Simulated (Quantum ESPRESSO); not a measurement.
# MnS (F-43m) in Quantum ESPRESSO: a series of runs, part 2 of 4

Quantum ESPRESSO 7.5. The steps go on from the part before.

### Step 3. Phonons, LDA, collinear spin, ferromagnetic start

Contents of pw.in:

```
&CONTROL
  calculation = 'scf'
  prefix = 'pwscf'
  outdir = './tmp'
  pseudo_dir = './pseudo'
  tprnfor = .true.
  tstress = .true.
  disk_io = 'low'
/
&SYSTEM
  ibrav = 0
  nat = 2
  ntyp = 2
  ecutwfc = 45
  ecutrho = 360
  nbnd = 20
  occupations = 'smearing'
  smearing = 'mv'
  degauss = 0.01469973
  nspin = 2
  starting_magnetization(1) = 0.2667
  starting_magnetization(2) = 0
/
&ELECTRONS
  conv_thr = 4d-10
  electron_maxstep = 120
  mixing_beta = 0.3
/
ATOMIC_SPECIES
Mn    54.9380 mn_lda_v1.5.uspp.F.UPF
S     32.0600 s_lda_v1.4.uspp.F.UPF
CELL_PARAMETERS bohr
   0.0000000000    4.6741684414    4.6741684414
   4.6741684414    0.0000000000    4.6741684414
   4.6741684414    4.6741684414    0.0000000000
ATOMIC_POSITIONS bohr
Mn     0.0000000000    0.0000000000    0.0000000000
S      7.0112526621    7.0112526621    7.0112526621
K_POINTS automatic
6 6 6 0 0 0
```

Contents of relax.in:

```
&CONTROL
  calculation = 'vc-relax'
  prefix = 'pwscf'
  outdir = './tmp'
  pseudo_dir = './pseudo'
  tprnfor = .true.
  tstress = .true.
  disk_io = 'low'
  nstep = 40
  forc_conv_thr = 0.0001
  etot_conv_thr = 1d-06
/
&SYSTEM
  ibrav = 0
  nat = 2
  ntyp = 2
  ecutwfc = 45
  ecutrho = 360
  nbnd = 20
  occupations = 'smearing'
  smearing = 'mv'
  degauss = 0.01469973
  nspin = 2
  starting_magnetization(1) = 0.2667
  starting_magnetization(2) = 0
/
&ELECTRONS
  conv_thr = 4d-10
  electron_maxstep = 120
  mixing_beta = 0.3
/
&IONS
  ion_dynamics = 'bfgs'
/
&CELL
  cell_dynamics = 'bfgs'
  press = 0
  press_conv_thr = 0.2
/
ATOMIC_SPECIES
Mn    54.9380 mn_lda_v1.5.uspp.F.UPF
S     32.0600 s_lda_v1.4.uspp.F.UPF
CELL_PARAMETERS bohr
   0.0000000000    4.6741684414    4.6741684414
   4.6741684414    0.0000000000    4.6741684414
   4.6741684414    4.6741684414    0.0000000000
ATOMIC_POSITIONS bohr
Mn     0.0000000000    0.0000000000    0.0000000000
S      7.0112526621    7.0112526621    7.0112526621
K_POINTS automatic
6 6 6 0 0 0
```

Contents of scf2.in:

```
&CONTROL
  calculation = 'scf'
  prefix = 'pwscf'
  outdir = './tmp'
  pseudo_dir = './pseudo'
  tprnfor = .true.
  tstress = .true.
  disk_io = 'low'
/
&SYSTEM
  ibrav = 0
  nat = 2
  ntyp = 2
  ecutwfc = 45
  ecutrho = 360
  nbnd = 20
  occupations = 'smearing'
  smearing = 'mv'
  degauss = 0.01469973
  nspin = 2
  starting_magnetization(1) = 0.2667
  starting_magnetization(2) = 0
/
&ELECTRONS
  conv_thr = 1d-13
  electron_maxstep = 120
  mixing_beta = 0.3
  startingpot = 'file'
  startingwfc = 'file'
/
ATOMIC_SPECIES
Mn    54.9380 mn_lda_v1.5.uspp.F.UPF
S     32.0600 s_lda_v1.4.uspp.F.UPF
CELL_PARAMETERS bohr
   0.0000000000    4.5985559235    4.5985559235
   4.5985559235    0.0000000000    4.5985559235
   4.5985559235    4.5985559235    0.0000000000
ATOMIC_POSITIONS bohr
Mn     0.0000000000    0.0000000000    0.0000000000
S      6.8978338853    6.8978338853    6.8978338853
K_POINTS automatic
6 6 6 0 0 0
```

Contents of ph.in:

```
phonons of MnS
&INPUTPH
  prefix = 'pwscf'
  outdir = './tmp'
  tr2_ph = 1d-18
  fildyn = 'dyn'
  niter_ph = 90
  alpha_mix(1) = 0.4
/
0.0000000000 0.0000000000 0.0000000000
```

Contents of dynmat.in:

```
&INPUT
  fildyn = 'dyn'
  asr = 'crystal'
  filout = 'dynmat.disp'
  fileig = 'dynmat.eig'
/
```

Potentials or basis: GBRV 1.5 LDA.

Command:

```bash
$ OMP_NUM_THREADS=1 mpirun -n 4 pw.x -nk 4 -in pw.in > pw.out
$ OMP_NUM_THREADS=1 mpirun -n 4 pw.x -nk 4 -in relax.in > relax.out
$ OMP_NUM_THREADS=1 mpirun -n 4 pw.x -nk 4 -in scf2.in > scf2.out
$ OMP_NUM_THREADS=1 mpirun -n 4 ph.x -nk 4 -in ph.in > ph.out
$ OMP_NUM_THREADS=1 mpirun -n 1 dynmat.x -in dynmat.in > dynmat.out
```

pw.out:

```text
This program is part of the open-source Quantum ESPRESSO suite
     for quantum simulation of materials; please cite
[... 6 lines left out ...]
     using ibrav=0 with symmetry is DISCOURAGED, use correct ibrav instead

     K-points division:     npool     =       4
     Subspace diagonalization in iterative solution of the eigenvalue problem:
     a serial algorithm will be used

     G-vector sticks info
     --------------------
     sticks:   dense  smooth     PW     G-vecs:    dense   smooth      PW
     Sum        1069     547    163                23505     8363    1459

     Using Slab Decomposition

     bravais-lattice index     =            0
     lattice parameter (alat)  =       6.6103  a.u.
     unit-cell volume          =     204.2411 (a.u.)^3
     number of atoms/cell      =            2
     number of atomic types    =            2
     number of electrons       =        21.00
     number of Kohn-Sham states=           20
     kinetic-energy cutoff     =      45.0000  Ry
     charge density cutoff     =     360.0000  Ry
     scf convergence threshold =      4.0E-10
     mixing beta               =       0.3000
     number of iterations used =            8  plain     mixing
     Exchange-correlation=  SLA  PZ   NOGX NOGC
                           (   1   1   0   0   0   0   0)

     celldm(1)=   6.610272  celldm(2)=   0.000000  celldm(3)=   0.000000
     celldm(4)=   0.000000  celldm(5)=   0.000000  celldm(6)=   0.000000

[... 8 lines left out ...]
               b(3) = (  0.707107  0.707107 -0.707107 )

     PseudoPot. # 1 for Mn read from file:
     mn_lda_v1.5.uspp.F.UPF
     Pseudo is Ultrasoft + core correction, Zval = 15.0
     Generated by new atomic code, or converted to UPF format
     Using radial grid of  859 points,  6 beta functions with:
                l(1) =   0
                l(2) =   0
                l(3) =   1
                l(4) =   1
                l(5) =   2
                l(6) =   2
     Q(r) pseudized with  8 coefficients,  rinner =    0.950   0.950   0.950
                                                       0.950   0.950

     PseudoPot. # 2 for S  read from file:
     s_lda_v1.4.uspp.F.UPF
     Pseudo is Ultrasoft + core correction, Zval =  6.0
[... 164 lines left out ...]
     total magnetization       =     3.26 Bohr mag/cell
     absolute magnetization    =     3.28 Bohr mag/cell

[... 58 further cycles ...]
     iteration # 69     ecut=    45.00 Ry     beta= 0.30
     Davidson diagonalization with overlap
     ethr =  1.38E-08,  avg # of iterations =  2.9

     total energy              =    -235.34221851 Ry
     estimated scf accuracy    <       0.00000058 Ry
[... 84 lines left out ...]
     iteration # 78     ecut=    45.00 Ry     beta= 0.30
     Davidson diagonalization with overlap
     ethr =  7.55E-12,  avg # of iterations =  4.0

     Magnetic moment per site  (integrated on atomic sphere of radius R)
     atom   1 (R=0.253)  charge= 12.6509  magn= -0.0003
     atom   2 (R=0.253)  charge=  3.4438  magn=  0.0000

     End of self-consistent calculation

 ------ SPIN UP ------------

          k = 0.0000 0.0000 0.0000 (  1037 PWs)   bands (ev):

   -66.7945 -35.9818 -35.9818 -35.9818  -3.8410   6.6859   6.6859   6.6859
    10.6146  10.6146  15.0494  15.0675  15.0675  15.0675  19.1587  19.1587
    19.1587  24.6037  24.6037  26.8983

          k = 0.1179 0.1179-0.1179 (  1025 PWs)   bands (ev):
[... 37 lines left out ...]
   -66.7927 -36.0044 -35.9906 -35.9860  -2.5729   5.1980   6.5541   7.0680
    10.4770  10.7096  11.3214  12.6165  13.6557  17.7700  19.3509  20.4140
    21.1666  23.9788  25.6877  27.9227

          k = 0.0000-0.2357 0.2357 (  1041 PWs)   bands (ev):

   -66.7935 -35.9954 -35.9872 -35.9837  -3.1512   5.7070   6.6978   6.9295
    10.3253  10.7534  12.6979  13.1645  14.5641  17.6123  19.1844  19.6400
    20.0963  22.7490  24.8914  27.3985

          k = 0.4714 0.0000-0.0000 (  1030 PWs)   bands (ev):
[... 37 lines left out ...]
   -66.7921 -36.0053 -35.9955 -35.9920  -2.1060   5.1795   6.5741   7.2644
     9.5292  10.4878  11.2735  11.7764  12.5541  17.8452  19.3470  21.6986
    22.3815  26.6755  27.4685  27.8200

 ------ SPIN DOWN ----------

          k = 0.0000 0.0000 0.0000 (  1037 PWs)   bands (ev):

   -66.7949 -35.9821 -35.9821 -35.9821  -3.8410   6.6858   6.6858   6.6858
    10.6143  10.6143  15.0495  15.0674  15.0674  15.0674  19.1587  19.1587
    19.1587  24.6036  24.6036  26.8983

          k = 0.1179 0.1179-0.1179 (  1025 PWs)   bands (ev):
[... 37 lines left out ...]
   -66.7930 -36.0048 -35.9910 -35.9864  -2.5729   5.1980   6.5540   7.0680
    10.4767  10.7094  11.3212  12.6163  13.6555  17.7700  19.3508  20.4139
    21.1666  23.9788  25.6877  27.9226

          k = 0.0000-0.2357 0.2357 (  1041 PWs)   bands (ev):

   -66.7938 -35.9957 -35.9875 -35.9840  -3.1512   5.7069   6.6978   6.9294
    10.3250  10.7531  12.6978  13.1643  14.5639  17.6124  19.1844  19.6400
    20.0963  22.7490  24.8914  27.3985

          k = 0.4714 0.0000-0.0000 (  1030 PWs)   bands (ev):
[... 37 lines left out ...]
   -66.7924 -36.0056 -35.9958 -35.9924  -2.1059   5.1795   6.5741   7.2644
     9.5290  10.4876  11.2732  11.7762  12.5538  17.8451  19.3469  21.6986
    22.3815  26.6755  27.4685  27.8200

     the Fermi energy is    11.3198 ev

!    total energy              =    -235.34223176 Ry
     estimated scf accuracy    <          2.2E-10 Ry
     smearing contrib. (-TS)   =       0.00090442 Ry
     internal energy E=F+TS    =    -235.34313618 Ry

     The total energy is F=E-TS. E is the sum of the following terms:
     one-electron contribution =    -131.90007825 Ry
     hartree contribution      =      74.76722993 Ry
     xc contribution           =     -34.76258238 Ry
     ewald contribution        =    -143.44770549 Ry

     total magnetization       =    -0.00 Bohr mag/cell
     absolute magnetization    =     0.00 Bohr mag/cell

     convergence has been achieved in  78 iterations

     Forces acting on atoms (cartesian axes, Ry/au):

     atom    1 type  1   force =    -0.00000000    0.00000000   -0.00000000
     atom    2 type  2   force =     0.00000000   -0.00000000    0.00000000

     Total force =     0.000000     Total SCF correction =     0.000000

     Computing stress (Cartesian axis) and pressure

          total   stress  (Ry/bohr**3)                   (kbar)     P=      -72.65
  -0.00049386  -0.00000000  -0.00000000          -72.65       -0.00       -0.00
  -0.00000000  -0.00049386  -0.00000000           -0.00      -72.65       -0.00
  -0.00000000  -0.00000000  -0.00049386           -0.00       -0.00      -72.65

=------------------------------------------------------------------------------=
   JOB DONE.
=------------------------------------------------------------------------------=
```

relax.out:

```text
This program is part of the open-source Quantum ESPRESSO suite
     for quantum simulation of materials; please cite
[... 6 lines left out ...]
     using ibrav=0 with symmetry is DISCOURAGED, use correct ibrav instead

     K-points division:     npool     =       4
[... 551 lines left out ...]
   0.00000064  -0.00000000  -0.00000000            0.09       -0.00       -0.00
  -0.00000000   0.00000064  -0.00000000           -0.00        0.09       -0.00
   0.00000000  -0.00000000   0.00000064            0.00       -0.00        0.09

=------------------------------------------------------------------------------=
   JOB DONE.
=------------------------------------------------------------------------------=
```

scf2.out:

```text
This program is part of the open-source Quantum ESPRESSO suite
     for quantum simulation of materials; please cite
[... 6 lines left out ...]
     using ibrav=0 with symmetry is DISCOURAGED, use correct ibrav instead

     K-points division:     npool     =       4
[... 377 lines left out ...]
   0.00000060   0.00000000   0.00000000            0.09        0.00        0.00
   0.00000000   0.00000060   0.00000000            0.00        0.09        0.00
   0.00000000   0.00000000   0.00000060            0.00        0.00        0.09

=------------------------------------------------------------------------------=
   JOB DONE.
=------------------------------------------------------------------------------=
```

It took 2.5 min on 4 MPI ranks of Arm Neoverse V2, shared host; peak memory 0.48 GiB.

What came out:

```yaml
Free_energy: -3202.0270 eV
Relaxed_volume: 14.41 Å³/atom
Relaxed_cell: a = 3.441 Å, b = 3.441 Å, c = 3.441 Å, α = 60.00°, β = 60.00°, γ = 60.00°
Space_group_after_relaxing_to_0.05_Å: F-43m (No. 216)
Pressure_after_relaxing: 0.0 GPa
Band_gap_on_the_k_mesh: none (metal or under the smearing width)
Net_moment: 0.00 μB per cell
Absolute_moment: 0.00 μB per cell
Valence_electrons_inside_the_program's_atomic_spheres: Mn 12.65; S 3.44
Highest_phonon_frequency_at_Γ: 483 cm⁻¹
```

Step by step:
| step | energy change (eV) | largest force (eV/Å) | pressure (GPa) | volume (Å³) |
| --- | --- | --- | --- | --- |
| 1 | 0.0000 | 0.0000 | -7.26 | 30.27 |
| 2 | -0.0321 | 0.0000 | -1.89 | 29.16 |
| 3 | -0.0341 | 0.0000 | 0.19 | 28.79 |
| 4 | -0.0341 | 0.0000 | 0.00 | 28.82 |
| 5 | -0.0341 | 0.0000 | 0.00 | 28.82 |

Final structure:
```
Mn S
1.0
     0.00000    2.43345    2.43345
     2.43345    0.00000    2.43345
     2.43345    2.43345    0.00000
Mn S
1 1
Direct
  0.00000 0.00000 0.00000
  0.75000 0.75000 0.75000
```

Levels at points of the mesh, in eV from the Fermi level:
Spin up:
```tsv
k point	band 8	band 9	band 10	band 11	band 12	band 13
(0.00, 0.00, 0.00)	-4.81	-0.78	-0.78	4.03	4.03	4.03
(0.00, 0.00, -0.50)	-4.49	-0.50	-0.50	-0.33	2.11	2.11
(0.00, -0.50, -0.50)	-4.03	-1.90	-0.12	-0.04	0.28	0.28
```
Spin down:
```csv
k point,band 8,band 9,band 10,band 11,band 12,band 13
"(0.00, 0.00, 0.00)",-4.81,-0.78,-0.78,4.03,4.03,4.03
"(0.00, 0.00, -0.50)",-4.49,-0.50,-0.50,-0.33,2.11,2.11
"(0.00, -0.50, -0.50)",-4.03,-1.90,-0.12,-0.04,0.28,0.28
```

Phonon frequencies in cm⁻¹ (negative: imaginary):
```csv
q point,frequencies
"(0.000, 0.000, 0.000)",-6 -6 -6 483 483 483
```

Optical modes at Γ, degenerate ones joined:
| cm⁻¹ | components | symmetry | active in |
| --- | --- | --- | --- |
| 483 | 3 | T2 | IR and Raman |

Caveat: the k mesh is coarse (spacing up to 0.37 Å⁻¹), so the values aren't converged; the mesh is thin for the phonons of a metal; the starting moments collapsed, and a magnetic state may lie lower; semilocal functionals often make such compounds metallic where correlation or magnetic order opens a gap, which also shifts bond lengths. With open d or f shells a metallic result of LDA can be an artefact of self-interaction; +U or a hybrid may open a gap.

(Continued in part 3 of 4.)
